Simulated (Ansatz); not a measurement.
# Stack of H-GaAs-Cl chair under honeycomb GaP, unshifted in a perpendicular field, part 2 of 4

Wanted: the out-of-plane response of the stack of H-GaAs-Cl chair under honeycomb GaP, unshifted. A positive field points along +c.

Ansatz 0.2.0; plane-wave DFT, PBEsol-D3(BJ), Ansatz PAW (the session's first sound run).

So far. Step 2 (Relaxing the slab): The lattice constant a goes from 3.938 to 3.910 Å.

### 3. Single point, field 0

A sawtooth potential applies the field, turning back in the middle of the vacuum. With the dipole correction the typed value is the field outside the slab. The induced dipole is small, so the SCF threshold is tight.

The cell differs from the one that the last finished run ended in (c 46.393 → 25.050 Å).

Input file input.yaml:

```yaml
crystal:
  lattice:
    - [3.9099016816, 0.0, 0.0]
    - [-1.9549508408, 3.3860741826, 0.0]
    - [0.0, 0.0, 25.0501548864]
  atoms:
    - { symbol: Cl, position: [0.6666666667, 0.3333333333, 0.3592792157] }
    - { symbol: As, position: [0.6666666667, 0.3333333333, 0.4458236931] }
    - { symbol: Ga, position: [0.3333333333, 0.6666666667, 0.4780088705] }
    - { symbol: H, position: [0.3333333333, 0.6666666667, 0.5412740073] }
    - { symbol: P, position: [0.6666666667, 0.3333333333, 0.6407207843] }
    - { symbol: Ga, position: [0.3333333333, 0.6666666667, 0.6238700511] }
kpoints:
  mp_grid: { grid: [12, 12, 1] }
  band_path:
    path: [[0, 0, 0], [0.5, 0, 0], [0.33333333, 0.33333333, 0], [0, 0, 0]]
    npoints: 16
hamiltonian:
  xc: pbesol
  dispersion: d3bj
scf:
  occupations: { method: fermi_dirac, width: 0.05 }
  convergence: { dr2_threshold: 1.0e-10 }
efield:
  axis: 3
  dipole_correction: true
  ramp_position: 0.97
  ramp_width: 0.06
  amplitude: 0
output:
  dos: { projected: true, e_range: [-6, 5] }
  bader: true
  write_potential: true
  write_density: true
  volumetric_format: npy
  elf: true
```

Run with:

```sh
ansatz run input.yaml --threads 4 --pin off --max-ram 6144MiB --backend cpu --events-out ev --progress --plain --runs-dir out
```

Numbers of over 12 decimals in the logs are rounded to 6 here.

Log:

```text
[...]
Crystal: 6 atoms, lattice volume = 331.644 Å³
Basis set: ecut = 420 eV, 6575 PW (Γ)
Bands: 33, of which v1, the nominal top of the filled ones, is band 27 counted from 1 (26 counted from 0)
Symmetry: 6 space group operations
[...]
k-points: 19 of 144 (time reversal used)
[...]
SCF iter   1: F=—  HF=-14117.282656 eV  |F-HF|=—  |Δ(HF+E_count)|=         —  Δρ=3.46e-3  dr2=1.76e-1  ethr=1.77e-3  p=-0.008 e·Å  D=-4.44e-3 V/Å  ΔV_dip=0.11 eV  dr2_dipole=5.10e-2  V_vac-E_F(+/−)=5.06/4.95 eV  ⟨swp⟩=9.5  Hψ=3404  notcnv=0
efield: sawtooth ramp at fractional position 0.9700 (set: `efield.ramp_position`, or a place that a band, a saddle search or an elastic batch's reference lends), width 0.0600; the density the first Hamiltonian is built on has a dipole p = -0.008 e·Å; the dipole correction subtracts the counter field D = -4.44e-3 V/Å, which shifts the + side's vacuum level by +0.11 eV against the − side's; the planar-averaged density in the ramp window peaks in size at 1.6e-5 e/Å³
[...]
SCF iter   2: F=—  HF=-14117.267616 eV  |F-HF|=—  |Δ(HF+E_count)|=   1.50e-2  Δρ=3.26e-3  dr2=1.93e-1  ethr=3.26e-4  p=-0.126 e·Å  D=-6.85e-2 V/Å  ΔV_dip=1.72 eV  dr2_dipole=7.87e-2  V_vac-E_F(+/−)=5.84/4.13 eV  ⟨swp⟩=3.8  Hψ=1033  notcnv=0  defer=19
[...]
SCF iter  12: F=-14117.237423 eV  HF=-14117.237423 eV  |F-HF|=2.36e-11  |Δ(HF+E_count)|=  1.47e-10  Δρ=1.14e-7  dr2=4.64e-11  ethr=1.00e-12  p=-0.069 e·Å  D=-3.78e-2 V/Å  ΔV_dip=0.95 eV  dr2_dipole=2.62e-12  V_vac-E_F(+/−)=5.53/4.59 eV  ⟨swp⟩=9.9  Hψ=2195  notcnv=0
SCF 1 converged in 12 iterations: F = -14117.237423 eV  dr2 = 4.64e-11
[...]
NSCF: frozen V_eff on 49 k-points
efield: sawtooth ramp at fractional position 0.9700 (kept from the solve that this one continues, or follows in the run), width 0.0600; the density the first Hamiltonian is built on has a dipole p = -0.069 e·Å; the dipole correction subtracts the counter field D = -3.78e-2 V/Å, which shifts the + side's vacuum level by +0.95 eV against the − side's; the planar-averaged density in the ramp window peaks in size at 7.1e-6 e/Å³
WARN: The output density's exchange-correlation potential varies sharply where the density is thin. Do not read a vacuum level from v_tot or v_xc, or from such a field of the output density. On a cell that repeats whose density bears no net charge and no dipole along the vacuum's axis use v_es (v_loc + v_h of the components); under efield.dipole_correction with no amplitude use v_es + v_field, which holds any externa [...]
SCF converged after 12 iterations
Free energy (F): -14117.237423 eV
[...]
Internal energy: -14117.237414 eV  (E = F + TS)
E sigma→0 (E₀):  -14117.237419 eV
Entropy (-TS):   -0.000009 eV (-0.002 meV/atom)
Fermi energy:    -0.890777 eV
Dipole field:    D = -0.037765 V/Å  (p = -0.069214 e·Å, saw-weighted, corrected)
Work function:   Φ+ = 5.5315 eV   Φ− = 4.5855 eV
Levels:          The Fermi level and band energies are counted from a zero that moves with the ramp; work functions are not
[...]
--- Band table (eV; the first three rows and the last of 19) ---
  k-point 0: bands = [... 23 lower, -2.1640, -2.1640, -1.6704, -1.6704, -0.4682, -0.1197, 0.9346, 2.5559, ... 2 higher]
  k-point 1: bands = [... 23 lower, -2.5824, -2.3376, -2.2875, -1.8086, -0.0513, 0.3050, 1.2929, 2.4045, ... 2 higher]
  k-point 2: bands = [... 23 lower, -3.5084, -2.5736, -2.5017, -2.1381, 0.0728, 0.8026, 1.6799, 2.6499, ... 2 higher]
  k-point 18: bands = [... 23 lower, -4.8220, -4.4724, -4.2088, -1.3545, 0.2607, 0.9264, 2.2291, 4.2246, ... 2 higher]
--- Bader charges: 6 sites ---
  site symbol  charge [e]  shift [e]
     0     Cl     -0.3957     0.0022
     1     As     -0.0385     0.0006
     2     Ga      0.7183     0.0051
     3      H     -0.3050     0.0034
     4      P     -0.7487     0.0009
     5     Ga      0.7697     0.0009
  estimated error of the sums over rays = 3.7e-4 e
```

It took 25 s on 4 threads of Arm Neoverse V2, shared host; peak memory 0.81 GiB.

This step gave:

- dipole along the normal: -0.06921 e·Å
- gap along the path: 0.8863 eV
- smallest direct gap along the path: 1.195 eV
- step between the vacuum levels: 0.9460 eV
- ionisation energy, upper face: 5.995 eV
- electron affinity, upper face: 5.109 eV
- ionisation energy, lower face: 5.049 eV
- gap, the smaller of path and mesh: 0.8863 eV

Running mean over a fixed 2.6 Å (it still follows the layers) of the planar mean; the ramp of the sawtooth is left out. The electron's electrostatic potential energy less the Fermi level by z:

```tsv
z (Å)	electron's electrostatic potential energy less the Fermi level (eV)
4	4.59
5	4.59
6	4.58
7	4.26
8	1.60
9	-0.0409
10	-1.99
11	-3.62
12	-3.78
13	-0.930
14	1.18
15	-3.12
16	-4.37
17	-0.971
18	4.57
19	5.47
20	5.53
21	5.53
```

The density of states has structure finer than the step of the table below, so its rows give means over 0.25 eV, whole bins alone (the curve runs from -6 to 2.41 eV). Peaks (eV: height): -5.830: 10.7, -5.040: 6.13, -3.630: 10.6, -1.620: 6.94, 0.890: 9.82, 0.970: 10.3, 1.940: 5.42.

Density of states against energy, zero at the Fermi level of the run, which the smearing sets inside the gap; means over each step:

energy (eV), density of states (states/eV a cell) and a bar:
```
    -5.75        4.0 ##########################
    -5.50        2.0 #############
    -5.25        2.3 ###############
    -5.00        3.1 ####################
    -4.75        2.7 ##################
    -4.50        3.4 ######################
    -4.25        3.3 #####################
    -4.00        2.0 #############
    -3.75        2.9 ###################
    -3.50        4.6 ##############################
    -3.25        2.9 ###################
    -3.00        2.5 #################
    -2.75        2.5 ################
    -2.50        3.2 #####################
    -2.25        2.7 ##################
    -2.00        1.7 ###########
    -1.75        1.9 ############
    -1.50        2.1 ##############
    -1.25        2.1 ##############
    -1.00        1.9 ############
    -0.75        2.7 ##################
    -0.50        1.1 #######
    -0.25        0.0 
     0.00        0.0 
     0.25        0.0 
     0.50        0.6 ####
     0.75        3.3 ######################
     1.00        4.2 ###########################
     1.25        0.4 ###
     1.50        1.5 ##########
     1.75        2.2 ##############
     2.00        3.2 #####################
     2.25        2.1 ##############
```

Projected DOS per atom over height of the atomic layer and energy from the Fermi level. Layers: Cl As Ga H GaP from below.

Ten even steps from '_' (0.00 states/eV) to '@' (1.91 states/eV), each cell a mean:
```
__::::__::
__--==__::
__::::____
::--..____
==**--____
__________
__________
________..
________++
________==
__....__--
......__::
--::::__--
==::..__::
++....__::
@@..::::::
**..____..
%%==..____
##::::....
**--::::..
----..____
%%++::__..
```
Columns: height of the atomic layer (Å) from 9 to 15.8 (not evenly spaced); rows upwards: energy from the Fermi level (eV) from -5.96 to 2.41.

Electronic bands along the path, in eV, zero at the Fermi level of the run, which the smearing sets inside the gap:

```tsv
point	band 24	band 25	band 26	band 27	band 28	band 29	band 30	band 31
Γ	-1.27	-1.27	-0.78	-0.78	0.42	0.77	1.83	3.45
halfway	-3.24	-1.99	-1.62	-1.39	0.85	1.58	2.42	3.86
M	-3.65	-2.45	-2.21	-0.72	0.47	1.36	1.68	2.43
halfway	-3.63	-3.17	-3.03	-0.59	0.90	1.93	2.82	3.50
K	-3.93	-3.58	-3.32	-0.46	1.15	1.82	3.12	5.12
halfway	-3.29	-2.52	-2.26	-1.22	0.94	2.68	3.28	3.61
Γ	-1.27	-1.27	-0.78	-0.78	0.42	0.77	1.83	3.45
```

Electrostatic potential energy in the ca plane at fractional y = 0.333, with atoms of Cl and As and P within 0.2 Å of it. With pseudopotentials it is smooth inside the atoms' cores, unlike the true potential.

Values in eV, 6 rows by 16 columns, each cell a mean:
```
  4   4   4   4   4   3  -4 -10  -6 -13  -2   2   3  -5 -13   2
  4   4   4   4   4   3 -26 -39 -13  -3  -8   2   3 -23 -43  -1
  4   4   4   4   4   3 -21 -34 -13  -9  -6   2   3 -19 -38   0
  4   4   4   4   4   4   1  -2  -2  -8  -2   2   3  -2  -5   3
  4   4   4   4   4   4   4   3   2  -2  -3   2   2  -2   0   3
  4   4   4   4   4   4   4   3   1  -2  -2   2   2  -1   0   3
```
Columns run along c (16.0 Å, from fractional 0.08 to 0.72 of the cell; values clipped at the 3rd and 97th percentile), rows up along a (3.9 Å). Atoms in or near the plane, at fractional coordinates: Cl at (0.36, 0.67), As at (0.45, 0.67), P at (0.64, 0.67).

ELF in the ca plane at fractional y = 0.333, with atoms of Cl and As and P within 0.2 Å of it. It is the smooth field of the valence electrons, not physical close to the nuclei.

Ten even steps from '0' (0.00) to '9' (0.92), each cell a mean:
```
00000000258998534688641000136788887642000000
00000001379998755567641000257886899874200000
00000001478756864224541000368830299986310000
00000001478746864223541000368720299986310000
00000001379998755556641000257875799875210000
00000000368998534678641000136788887642100000
00000000135775213576432211024566654210000000
00000000000010001233222342112333321000000000
00000000000000001233222342112333211000000000
00000000024664112565432221023455543210000000
```
Columns run along c (16.0 Å, from fractional 0.19 to 0.83 of the cell), rows up along a (3.9 Å). Atoms in or near the plane, at fractional coordinates: Cl at (0.36, 0.67), As at (0.45, 0.67), P at (0.64, 0.67).

Valence density in the ca plane at fractional y = 0.333, with atoms of Cl and As and P within 0.2 Å of it. It is the smooth field of the valence electrons, not physical close to the nuclei.

Values in e/Å³, 6 rows by 16 columns, each cell a mean:
```
 0  1  0  1  0  0  0  0  1  0  0  0  0  0  0  0
 1  1  1 13  1  0  0  0  0  0  0  0  0  0  0  0
 1  1  1  8  1  0  0  0  1  0  0  0  0  0  0  0
 0  0  0  0  0  0  0  0  0  0  0  0  0  0  0  0
 0  0  0  0  0  0  0  0  0  0  0  0  0  0  0  0
 0  0  0  0  0  0  0  0  0  0  0  0  0  0  0  0
```
Columns run along c (16.0 Å, from fractional 0.31 to 0.95 of the cell), rows up along a (3.9 Å). Atoms in or near the plane, at fractional coordinates: Cl at (0.36, 0.67), As at (0.45, 0.67), P at (0.64, 0.67).

The gap is 0.89 eV, with the valence edge 6.00 eV and the conduction edge 5.11 eV under the upper vacuum level.

### 4. Single point, field 0.05 V/Å

Edit input.yaml of step 3 so:

```diff
@@ -28,6 +28,4 @@
   ramp_width: 0.06
-  amplitude: 0
+  amplitude: 0.05
 output:
-  dos: { projected: true, e_range: [-6, 5] }
-  bader: true
   write_potential: true
@@ -35,2 +33 @@
   volumetric_format: npy
-  elf: true
```

Log:

```text
[...]
Crystal: 6 atoms, lattice volume = 331.644 Å³
Basis set: ecut = 420 eV, 6575 PW (Γ)
Bands: 33, of which v1, the nominal top of the filled ones, is band 27 counted from 1 (26 counted from 0)
Symmetry: 6 space group operations
[...]
k-points: 19 of 144 (time reversal used)
[...]
k-point 0: bands = [... 23 lower, -2.1639, -2.1639, -1.6439, -1.6439, -0.4672, -0.1035, 0.9471, 2.5601, ... 2 higher]
  k-point 1: bands = [... 23 lower, -2.5740, -2.3112, -2.2876, -1.7821, -0.0492, 0.3131, 1.3117, 2.4092, ... 2 higher]
  k-point 2: bands = [... 23 lower, -3.4937, -2.5741, -2.4792, -2.1116, 0.0747, 0.8072, 1.7023, 2.6557, ... 2 higher]
  k-point 18: bands = [... 23 lower, -4.7960, -4.4786, -4.2077, -1.3270, 0.2594, 0.9460, 2.2374, 4.2300, ... 2 higher]
[key lines of the parts left out:]
SCF converged after 13 iterations
Free energy (F): -14117.234726 eV
Fermi energy:    -0.875552 eV
Dipole field:    D = -0.021087 V/Å  (p = -0.038648 e·Å, saw-weighted, corrected)
```

Wall time 12 s (4 threads); peak memory 0.73 GiB; 45 s of CPU time.

The dipole is -0.0386 e·Å, 0.0306 e·Å from its value without field, and the gap 0.860 eV.

### 5. Atoms held, field -0.05 V/Å

Edit input.yaml of step 4 so:

```diff
@@ -28,3 +28,3 @@
   ramp_width: 0.06
-  amplitude: 0.05
+  amplitude: -0.05
 output:
```

Log:

```text
[...]
Crystal: 6 atoms, lattice volume = 331.644 Å³
Basis set: ecut = 420 eV, 6575 PW (Γ)
Bands: 33, of which v1, the nominal top of the filled ones, is band 27 counted from 1 (26 counted from 0)
Symmetry: 6 space group operations
[...]
k-points: 19 of 144 (time reversal used)
[...]
k-point 0: bands = [... 23 lower, -2.1640, -2.1640, -1.6974, -1.6974, -0.4694, -0.1364, 0.9219, 2.5516, ... 2 higher]
  k-point 1: bands = [... 23 lower, -2.5907, -2.3642, -2.2875, -1.8355, -0.0537, 0.2966, 1.2738, 2.3995, ... 2 higher]
  k-point 2: bands = [... 23 lower, -3.5225, -2.5732, -2.5243, -2.1650, 0.0706, 0.7978, 1.6572, 2.6438, ... 2 higher]
  k-point 18: bands = [... 23 lower, -4.8485, -4.4660, -4.2099, -1.3825, 0.2621, 0.9066, 2.2206, 4.2189, ... 2 higher]
[key lines of the parts left out:]
SCF converged after 13 iterations
Free energy (F): -14117.241648 eV
Fermi energy:    -0.906287 eV
Dipole field:    D = -0.054435 V/Å  (p = -0.099768 e·Å, saw-weighted, corrected)
```

Wall time 12 s (4 threads); peak memory 0.73 GiB; 45 s of CPU time.

The dipole is -0.0998 e·Å, -0.0306 e·Å from its value without field, and the gap 0.913 eV.

### 6. Single point, field 0.1 V/Å

Edit input.yaml of step 5 so:

```diff
@@ -28,3 +28,3 @@
   ramp_width: 0.06
-  amplitude: -0.05
+  amplitude: 0.1
 output:
```

Log:

```text
[...]
Crystal: 6 atoms, lattice volume = 331.644 Å³
Basis set: ecut = 420 eV, 6575 PW (Γ)
Bands: 33, of which v1, the nominal top of the filled ones, is band 27 counted from 1 (26 counted from 0)
Symmetry: 6 space group operations
[...]
k-points: 19 of 144 (time reversal used)
[...]
k-point 0: bands = [... 23 lower, -2.1639, -2.1639, -1.6176, -1.6176, -0.4662, -0.0880, 0.9594, 2.5642, ... 2 higher]
  k-point 1: bands = [... 23 lower, -2.5654, -2.2877, -2.2849, -1.7558, -0.0475, 0.3209, 1.3303, 2.4137, ... 2 higher]
  k-point 2: bands = [... 23 lower, -3.4785, -2.5746, -2.4569, -2.0854, 0.0763, 0.8117, 1.7243, 2.6613, ... 2 higher]
  k-point 18: bands = [... 23 lower, -4.7706, -4.4846, -4.2064, -1.2998, 0.2579, 0.9652, 2.2455, 4.2349, ... 2 higher]
[key lines of the parts left out:]
SCF converged after 13 iterations
Free energy (F): -14117.233558 eV
Fermi energy:    -0.860617 eV
Dipole field:    D = -0.004402 V/Å  (p = -0.008068 e·Å, saw-weighted, corrected)
```

Wall time 12 s (4 threads); peak memory 0.73 GiB.

The dipole is -0.00807 e·Å, 0.0611 e·Å from its value without field, and the gap 0.834 eV.

### 7. Single point, field 0.2 V/Å

Edit input.yaml of step 6 so:

```diff
@@ -28,3 +28,3 @@
   ramp_width: 0.06
-  amplitude: 0.1
+  amplitude: 0.2
 output:
```

Log:

```text
[...]
Crystal: 6 atoms, lattice volume = 331.644 Å³
Basis set: ecut = 420 eV, 6575 PW (Γ)
Bands: 33, of which v1, the nominal top of the filled ones, is band 27 counted from 1 (26 counted from 0)
Symmetry: 6 space group operations
[...]
k-points: 19 of 144 (time reversal used)
[...]
k-point 0: bands = [... 23 lower, -2.1639, -2.1639, -1.5662, -1.5662, -0.4646, -0.0586, 0.9835, 2.5722, ... 2 higher]
  k-point 1: bands = [... 23 lower, -2.5477, -2.2879, -2.2331, -1.7044, -0.0449, 0.3358, 1.3666, 2.4223, ... 2 higher]
  k-point 2: bands = [... 23 lower, -3.4467, -2.5756, -2.4127, -2.0340, 0.0787, 0.8202, 1.7669, 2.6720, ... 2 higher]
  k-point 18: bands = [... 23 lower, -4.7221, -4.4953, -4.2036, -1.2466, 0.2550, 1.0029, 2.2610, 4.2435, ... 2 higher]
[key lines of the parts left out:]
SCF converged after 13 iterations
Free energy (F): -14117.235812 eV
Fermi energy:    -0.831583 eV
Dipole field:    D = 0.028999 V/Å  (p = 0.053149 e·Å, saw-weighted, corrected)
```

Run time: 12 s. Hardware: 4 threads; peak memory 0.73 GiB.

The dipole is 0.0531 e·Å, 0.122 e·Å from its value without field, and the gap 0.782 eV.

### 8. Atoms held, field 0.3 V/Å

Edit input.yaml of step 7 so:

```diff
@@ -28,4 +28,6 @@
   ramp_width: 0.06
-  amplitude: 0.2
+  amplitude: 0.3
 output:
+  dos: { projected: true, e_range: [-6, 5] }
+  bader: true
   write_potential: true
@@ -33 +35,2 @@
   volumetric_format: npy
+  elf: true
```

Log:

```text
[...]
Crystal: 6 atoms, lattice volume = 331.644 Å³
Basis set: ecut = 420 eV, 6575 PW (Γ)
Bands: 33, of which v1, the nominal top of the filled ones, is band 27 counted from 1 (26 counted from 0)
Symmetry: 6 space group operations
[...]
k-points: 19 of 144 (time reversal used)
[...]
k-point 18: bands = [... 23 lower, -4.6777, -4.5032, -4.2005, -1.1951, 0.2519, 1.0393, 2.2757, 4.2506, ... 2 higher]
--- Bader charges: 6 sites ---
  site symbol  charge [e]  shift [e]
     0     Cl     -0.4129     0.0022
     1     As     -0.0404     0.0006
     2     Ga      0.7164     0.0051
     3      H     -0.2991     0.0035
     4      P     -0.7319     0.0009
     5     Ga      0.7678     0.0008
  estimated error of the sums over rays = 3.5e-4 e
[key lines of the parts left out:]
SCF converged after 14 iterations
Free energy (F): -14117.244193 eV
Fermi energy:    -0.803680 eV
Dipole field:    D = 0.062452 V/Å  (p = 0.114462 e·Å, saw-weighted, corrected)
```

Wall time 26 s (4 threads); peak memory 0.8 GiB; 1.7 min of CPU time.

The dipole is 0.114 e·Å, 0.184 e·Å from its value without field, and the gap 0.732 eV.

[end of part 2 of 4]

[Logs are printed without paths, hosts, clocks, repeated set-up lines and the standing remarks that a program may print on its own settings, such as how far it seeks lower states.]

[Hosts, paths, dates, database ids (printed as entryN), source tags and the programs' standing remarks are cut or masked in the printed files.]

[Maps of the electrostatic potential energy from Ansatz leave out the sawtooth potential of an applied field or a dipole correction, so their vacuum need not be flat; planar profiles and work functions include it.]

[The density of states shown here was stored with 400 of the rows of the run's finer table, so its peaks can read low, often by over a quarter, or be missed, and its means over a window can be off by a tenth or more.]
